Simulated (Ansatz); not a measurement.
SrF₂ (fluorite, Fm-3m), plane-wave PAW PBEsol (Ansatz code). The conduction-band minimum lies at Γ, with 1 equivalent valley. Second derivatives d²E/dk² of the lowest band at one valley (eV·Å²), along Cartesian directions:

| direction | d²E/dk² |
|---|---|
| [100] | 15.01 |
| [010] | 15.01 |
| [001] | 15.01 |
| [110] | 15.01 |
| [101] | 15.01 |
| [011] | 15.01 |

Problem. Find the principal effective masses, the density-of-states mass and the conductivity mass.

Solution. Off-diagonal terms follow from H_xy = H[110] − (H_xx + H_yy)/2, and m*/mₑ = 7.620 eV·Å² over each eigenvalue: 0.51, 0.51, 0.51. One valley's DOS mass (m₁m₂m₃)^(1/3) = 0.51, conductivity mass 3/(Σ 1/mᵢ) = 0.51 mₑ.

Problem. What effective density of states Nc follows at 300 K for parabolic valleys?

Solution. Nc = 2.509e19 × 1 × (0.51)^(3/2) ≈ 9.1e18 cm⁻³.

Problem. With the computed static dielectric constant 7.34 (mean of the diagonal), estimate a hydrogenic donor's binding energy and radius.

Solution. E = 13.606 eV × 0.51/7.34² ≈ 130 meV; a = 0.529 Å × ε/m* ≈ 7.6 Å. Semilocal masses tend to be too small where the gap is.

The cell was relaxed with PBEsol under the symmetry of its start; of distortions, only those at the zone centre were tested. Scalar-relativistic: spin–orbit coupling is off unless named, which matters more the heavier the elements.

Potentials: the later of the program's two PAW sets.
